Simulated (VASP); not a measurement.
Li2S:

```xyz
3
Lattice="0.0000 2.8264 2.8264 2.8264 0.0000 2.8264 2.8264 2.8264 0.0000" Properties=species:S:1:pos:R:3 pbc="T T T"
Li    4.2395    4.2395    4.2395
Li    1.4132    1.4132    1.4132
S     0.0000    0.0000    0.0000
```

The cell comes from a database or a generator and needn't be the stable form of this composition.

Base run:

```yaml
Program: VASP 6.6.1
Functional: r2SCAN
Potentials_or_basis: VASP PAW PBE potentials, release 64 (Li_sv, S)
Cutoff: 520 eV
k_mesh: 8 × 8 × 8
Occupations: gaussian, width 0.02 eV
Spin: no spin polarisation
```

Its results: band gap on the k mesh 3.85 eV, indirect (least direct gap 5.16 eV).

Q: The run is repeated on the same cell with these changes: functional from r2SCAN to PBEsol; occupations from gaussian, width 0.02 eV to gaussian, width 0.5 eV. What comes out?

A: Band gap on the k mesh 3.20 eV, indirect (least direct gap 4.23 eV).

A k mesh can miss the band edges.

Not every run made on this cell is shown here.
